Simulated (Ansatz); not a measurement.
Runs of Ansatz 0.2.0 on Mo. The typed cell holds 1 atom: a = 2.825 Å, b = 2.722 Å, c = 2.538 Å, α = 89.36°, β = 92.00°, γ = 122.00°. This isn't the form of Mo at room conditions, which is bcc.

```tsv
task	level	spin	cell	k mesh	cutoff (eV)	points for each segment of the path	gap on the mesh (eV)	pressure (GPa)	relaxed volume (Å³/atom)
band structure	HSEsol	off	cell sheared at random, sigma 0.01, atoms nudged by 0.01 Å	6 × 6 × 5	420	4	none	-6.4	-
relaxation of cell and atoms	HSE06	off	relaxed from: cell sheared at random, sigma 0.01, atoms nudged by 0.01 Å	6 × 6 × 5	420	-	none	0.0	15.33
single point	r2SCAN50	off	cell sheared at random, sigma 0.01, atoms nudged by 0.01 Å	6 × 6 × 5	500	-	none	-6.5	-
single point	r2SCANh	off	cell sheared at random, sigma 0.01, atoms nudged by 0.01 Å	6 × 6 × 5	500	-	none	0.0	-
band structure	HSE03	off	cell sheared at random, sigma 0.01, atoms nudged by 0.01 Å	6 × 6 × 5	420	4	none	-1.2	-
band structure	HSE06	off	cell sheared at random, sigma 0.01, atoms nudged by 0.01 Å	6 × 6 × 5	420	4	none	(a)	-
relaxation of cell and atoms	HSE03	off	relaxed from: cell sheared at random, sigma 0.01, atoms nudged by 0.01 Å	6 × 6 × 5	420	-	none	0.0	(b)
single point	HSE06	SOC, no magnetisation	cell sheared at random, sigma 0.01, atoms nudged by 0.01 Å	5 × 5 × 4	420	-	none	4.1	-
```

Alike in all rows: potentials or basis Ansatz PAW; smearing fermi-dirac 0.05 eV; the mesh is coarse, so values aren't converged.

Fill in the values left out.

(a) -1.9; (b) 15.36.

Caveats: all runs use coarse meshes; the PAW data sets come from PBE, with cores solved anew for the run's functional, which leaves a small shift of forces and pressure; the thresholds are loose for stress (some runs); the plane-wave basis is chosen anew once the cell has moved, so the energies of steps on either side of that aren't comparable (some runs).

A k mesh can miss the band edges, and rows without SOC leave out spin-orbit coupling on Mo.

A gap of «none» marks a metal or a gap under the smearing width.
